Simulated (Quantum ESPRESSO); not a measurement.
The system is Ge.

```
Ge
1.0
     0.00000    2.82891    2.82891
     2.82891    0.00000    2.82891
     2.82891    2.82891    0.00000
Ge
2
Direct
  0.75000 0.75000 0.75000
  0.50000 0.50000 0.50000
```

Below is the output of Quantum ESPRESSO 7.5 for this cell. Logs are shortened: lines on timing, memory, paths and dates and some standing lists are left out, and cuts for length are marked.

```text
This program is part of the open-source Quantum ESPRESSO suite
     for quantum simulation of materials; please cite
[... 9 lines left out ...]
     --------------------
     sticks:   dense  smooth     PW     G-vecs:    dense   smooth      PW
     Sum        1417     703    211                35149    12387    2109

     Using Slab Decomposition

     bravais-lattice index     =            0
     lattice parameter (alat)  =       7.5602  a.u.
     unit-cell volume          =     305.5512 (a.u.)^3
     number of atoms/cell      =            2
     number of atomic types    =            1
     number of electrons       =        28.00
     number of Kohn-Sham states=           21
     kinetic-energy cutoff     =      45.0000  Ry
     charge density cutoff     =     360.0000  Ry
     scf convergence threshold =      4.0E-10
     mixing beta               =       0.5000
     number of iterations used =            8  plain     mixing
     energy convergence thresh.=      1.0E-05
     force convergence thresh. =      4.0E-04
     press convergence thresh. =      3.0E-01
     Exchange-correlation=  SLA  PZ   NOGX NOGC
                           (   1   1   0   0   0   0   0)
     nstep                     =           40

     celldm(1)=   7.560195  celldm(2)=   0.000000  celldm(3)=   0.000000
     celldm(4)=   0.000000  celldm(5)=   0.000000  celldm(6)=   0.000000

     crystal axes: (cart. coord. in units of alat)
               a(1) = (   0.000000   0.707107   0.707107 )
               a(2) = (   0.707107   0.000000   0.707107 )
               a(3) = (   0.707107   0.707107   0.000000 )

     reciprocal axes: (cart. coord. in units 2 pi/alat)
               b(1) = ( -0.707107  0.707107  0.707107 )
               b(2) = (  0.707107 -0.707107  0.707107 )
               b(3) = (  0.707107  0.707107 -0.707107 )

     PseudoPot. # 1 for Ge read from file:
     ge_lda_v1.4.uspp.F.UPF
     Pseudo is Ultrasoft + core correction, Zval = 14.0
     Generated by new atomic code, or converted to UPF format
     Using radial grid of  873 points,  6 beta functions with:
                l(1) =   0
                l(2) =   0
                l(3) =   1
                l(4) =   1
                l(5) =   2
                l(6) =   2
[... 1173 lines left out ...]
     kinetic-energy cutoff     =      45.0000  Ry
     charge density cutoff     =     360.0000  Ry
     scf convergence threshold =      4.0E-12
     mixing beta               =       0.5000
     number of iterations used =            8  plain     mixing
     press convergence thresh. =      3.0E-01
     Exchange-correlation=  SLA  PZ   NOGX NOGC
                           (   1   1   0   0   0   0   0)

     celldm(1)=   7.560195  celldm(2)=   0.000000  celldm(3)=   0.000000
     celldm(4)=   0.000000  celldm(5)=   0.000000  celldm(6)=   0.000000

     crystal axes: (cart. coord. in units of alat)
               a(1) = (  -0.000000   0.701980   0.701980 )
               a(2) = (   0.701980  -0.000000   0.701980 )
               a(3) = (   0.701980   0.701980  -0.000000 )

     reciprocal axes: (cart. coord. in units 2 pi/alat)
               b(1) = ( -0.712271  0.712271  0.712271 )
               b(2) = (  0.712271 -0.712271  0.712271 )
               b(3) = (  0.712271  0.712271 -0.712271 )

     PseudoPot. # 1 for Ge read from file:
     ge_lda_v1.4.uspp.F.UPF
     Pseudo is Ultrasoft + core correction, Zval = 14.0
     Generated by new atomic code, or converted to UPF format
     Using radial grid of  873 points,  6 beta functions with:
                l(1) =   0
                l(2) =   0
                l(3) =   1
                l(4) =   1
                l(5) =   2
                l(6) =   2
     Q(r) pseudized with  8 coefficients,  rinner =    1.400   1.400   1.400
                                                       1.400   1.400

     atomic species   valence    mass     pseudopotential
     Ge               14.00    72.63000     Ge( 1.00)

     48 Sym. Ops., with inversion, found (24 have fractional translation)

   Cartesian axes

     site n.     atom                  positions (alat units)
         1        Ge     tau(   1) = (   1.0529693   1.0529693   1.0529693  )
         2        Ge     tau(   2) = (   0.7019795   0.7019795   0.7019795  )

     number of k points=    29  Fermi-Dirac smearing, width (Ry)=  0.0037
                       cart. coord. in units 2pi/alat
        k(    1) = (   0.0000000   0.0000000   0.0000000), wk =   0.0039062
        k(    2) = (   0.0890339   0.0890339  -0.0890339), wk =   0.0312500
        k(    3) = (   0.1780679   0.1780679  -0.1780679), wk =   0.0312500
        k(    4) = (   0.2671018   0.2671018  -0.2671018), wk =   0.0312500
        k(    5) = (  -0.3561357  -0.3561357   0.3561357), wk =   0.0156250
        k(    6) = (   0.1780679   0.0000000  -0.0000000), wk =   0.0234375
[... 21 lines left out ...]
        k(   28) = (  -0.7122715   0.1780679   0.0000000), wk =   0.0468750
        k(   29) = (  -0.7122715   0.3561357   0.0000000), wk =   0.0234375

     Dense  grid:    34429 G-vectors     FFT dimensions: (  48,  48,  48)

     Smooth grid:    12051 G-vectors     FFT dimensions: (  36,  36,  36)

     Initial potential from superposition of free atoms

     starting charge      27.9986, renormalised to      28.0000
     Starting wfcs are   18 randomized atomic wfcs +    3 random wfcs

     Self-consistent Calculation

     iteration #  1     ecut=    45.00 Ry     beta= 0.50
     Davidson diagonalization with overlap
     ethr =  1.00E-06,  avg # of iterations = 11.9
[... 257 lines left out ...]
          total   stress  (Ry/bohr**3)                   (kbar)     P=        0.10
   0.00000070   0.00000000   0.00000000            0.10        0.00        0.00
   0.00000000   0.00000070  -0.00000000            0.00        0.10       -0.00
   0.00000000   0.00000000   0.00000070            0.00        0.00        0.10

=------------------------------------------------------------------------------=
   JOB DONE.
=------------------------------------------------------------------------------=
```

Write the input and the command behind it.

Relaxation of cell and atoms with LDA, no spin polarisation. The files as run (others can give the same):

pw.in
```
&CONTROL
  calculation = 'vc-relax'
  prefix = 'pwscf'
  outdir = './tmp'
  pseudo_dir = './pseudo'
  tprnfor = .true.
  tstress = .true.
  disk_io = 'low'
  nstep = 40
  forc_conv_thr = 0.0004
  etot_conv_thr = 1d-05
/
&SYSTEM
  ibrav = 0
  A = 4.00068289
  nat = 2
  ntyp = 1
  ecutwfc = 45
  ecutrho = 360
  nbnd = 21
  occupations = 'smearing'
  smearing = 'fd'
  degauss = 0.00367493
/
&ELECTRONS
  conv_thr = 4d-10
  electron_maxstep = 120
  mixing_beta = 0.5
/
&IONS
  ion_dynamics = 'bfgs'
/
&CELL
  cell_dynamics = 'bfgs'
  press = 0
  press_conv_thr = 0.3
/
ATOMIC_SPECIES
Ge    72.6300 ge_lda_v1.4.uspp.F.UPF
CELL_PARAMETERS alat
   0.0000000000    0.7071067810    0.7071067810
   0.7071067810    0.0000000000    0.7071067810
   0.7071067810    0.7071067810    0.0000000000
ATOMIC_POSITIONS alat
Ge     1.0606601714    1.0606601714    1.0606601714
Ge     0.7071067810    0.7071067810    0.7071067810
K_POINTS automatic
8 8 8 0 0 0
```

Potentials or basis: GBRV 1.5 LDA.
The run is started by
```console
$ OMP_NUM_THREADS=1 pw.x -in pw.in > pw.out
```
